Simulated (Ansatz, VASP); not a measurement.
**One calculation of Te2Mo, two programs**

Contents of INCAR:

```
ALGO = Fast
EDIFF = 1E-7
ENCUT = 520
GGA = PE
ISIF = 2
ISMEAR = -1
LASPH = T
LCHARG = F
LREAL = F
LWAVE = F
NBANDS = 20
NELM = 100
PREC = Accurate
SIGMA = 0.02
```

File KPOINTS:

```
k-points
0
Gamma
  6 6 4
```

The input POSCAR:

```
Te2Mo
1.0
    3.5194545122      0.0000000000      0.0000000000
   -1.7597272561      3.0479370150      0.0000000000
    0.0000000000      0.0000000000      7.2144528865
Mo Te
1 2
Direct
    0.0000000000      0.0000000000      0.0000000000
    0.3333333333      0.6666666667      0.2534156080
    0.6666666667      0.3333333333      0.7465843920
```

Input for Ansatz:

```yaml
crystal:
  lattice:
    - [3.5194545122, 0.0, 0.0]
    - [-1.7597272561, 3.047937015, 0.0]
    - [0.0, 0.0, 7.2144528865]
  atoms:
    - { symbol: Mo, position: [0.0, 0.0, 0.0] }
    - { symbol: Te, position: [0.3333333333, 0.6666666667, 0.253415608] }
    - { symbol: Te, position: [0.6666666667, 0.3333333333, 0.746584392] }
kpoints:
  mp_grid: { grid: [6, 6, 4] }
hamiltonian:
  xc: pbe
scf:
  occupations: { method: fermi_dirac, width: 0.02 }
  n_extra_bands: 4
  mixing: { preconditioner: resta }
output:
  forces: true
  stress: true
  eigenvalues: true
```

Alike in both runs: task single point; functional PBE; k mesh 6 × 6 × 4; occupations fermi-dirac, width 0.02 eV; no spin polarisation.

|  | VASP | Ansatz |
| --- | --- | --- |
| version | VASP 6.6.1 | Ansatz 0.2.0 |
| potentials or method | VASP PAW PBE potentials, release 64 (Mo_sv, Te) | plane waves |
| plane-wave cutoff (eV) | 520 | 420 |
| valence electrons in the cell | 26 | 46 |

Ansatz gave:

| Item | Value |
| --- | --- |
| pressure (GPa) | 1.9 |
| largest component of the traceless stress (GPa) | 1.39 |
| rms of the force components (eV/Å) | 0.114 |

**Question.** Estimate VASP's values.

**Answer.** Pressure (GPa): 1.9; largest component of the traceless stress (GPa): 1.44; rms of the force components (eV/Å): 0.120.

Atom by atom the forces differ by 0.006 eV/Å (rms over components). The two sets of potentials don't hold the same shells in valence.

Caveats: this functional lacks dispersion, which binds the layers, so the pressure and a relaxed spacing across them are unreliable. The runs have no spin-orbit coupling, so splittings on Te are missing.
